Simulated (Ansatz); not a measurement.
The system is Ga.

```
Ga
1.0
    -1.38440    1.38440    2.31122
     1.38440   -1.38440    2.31122
     1.38440    1.38440   -2.31122
Ga
1
Direct
  0.00000 0.00000 0.00000
```

This isn't the form of Ga at room conditions, which is orthorhombic.

```yaml
Program: Ansatz 0.2.0
Task: relaxation of cell and atoms
Functional: HSEsol
Potentials_or_basis: Ansatz PAW
Cutoff: "420 eV (not typed: the program's choice for these potentials)"
k_mesh: 7 × 7 × 7
Occupations: fermi-dirac, width 0.05 eV
Spin: no spin polarisation
```

At the start: volume 17.72 Å³/atom.

Q: How do energy, volume and symmetry change on relaxing?

A: It ends after 9 steps and the volume is 17.13 Å³/atom (-3.3 %); space group I4/mmm (No. 139, to 0.05 Å).

Step by step:
```csv
step,energy change (eV),largest force (eV/Å),volume (Å³)
1,0.0000,0.0000,17.72
2,-0.0203,0.0000,17.39
3,-0.0283,0.0000,17.21
4,-0.0320,0.0000,16.78
5,-0.0376,0.0000,17.13
6,-0.0376,0.0000,17.13
7,-0.0377,0.0000,17.13
8,-0.0377,0.0000,17.13
9,-0.0372,0.0000,17.13
```

Final structure:
```
CELL_PARAMETERS angstrom
-1.43267 1.43267 2.08622
1.43267 -1.43267 2.08622
1.43267 1.43267 -2.08622
ATOMIC_POSITIONS crystal
Ga 0.00000 0.00000 0.00000
```

Caveat: the k mesh is coarse (spacing up to 0.46 Å⁻¹), so the values aren't converged, least of all with exact exchange; the plane-wave basis is chosen anew once the cell has moved, so the energies of steps on either side of that aren't comparable; the PAW data sets come from PBE, with cores solved anew for the run's functional, which leaves a small shift of forces and pressure.
